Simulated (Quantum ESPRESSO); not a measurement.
The system is CuO.

```xyz
4
Lattice="3.1795 0.0000 0.0000 -1.5898 2.7536 0.0000 0.0000 0.0000 4.4315" Properties=species:S:1:pos:R:3 pbc="T T T"
Cu    0.0000    0.0000    0.0000
Cu    0.0000    0.0000    2.2157
O     0.0000    1.8357    1.1079
O     1.5898    0.9179    3.3236
```

Measurements of this composition are mostly on another form, of space group No. 15.

Base run:

```yaml
Program: Quantum ESPRESSO 7.5
Functional: PBE
Potentials_or_basis: SSSP 1.3 efficiency PBE
Cutoff: 748 eV
Density_cutoff: 5987 eV
k_mesh: 10 × 10 × 6
Occupations: fermi-dirac, width 0.05 eV
Spin: no spin polarisation
```

Its results: band gap on the k mesh none (metal or under the smearing width); pressure 5.9 GPa.

Task: The run is repeated on the same cell with these changes: functional from PBE to LDA; potentials or basis from SSSP 1.3 efficiency PBE to GBRV 1.5 LDA; cutoff from 748 eV to 762 eV; density cutoff from 5987 eV to 6095 eV; valence electrons from 34 to 50. What comes out?

Result: Band gap on the k mesh none (metal or under the smearing width); pressure -9.4 GPa.

Caveats: the run has no spin polarisation, though such a crystal can be magnetic; semilocal functionals often make such compounds metallic where correlation or magnetic order opens a gap, which also shifts bond lengths.

Not every run made on this cell is shown here.
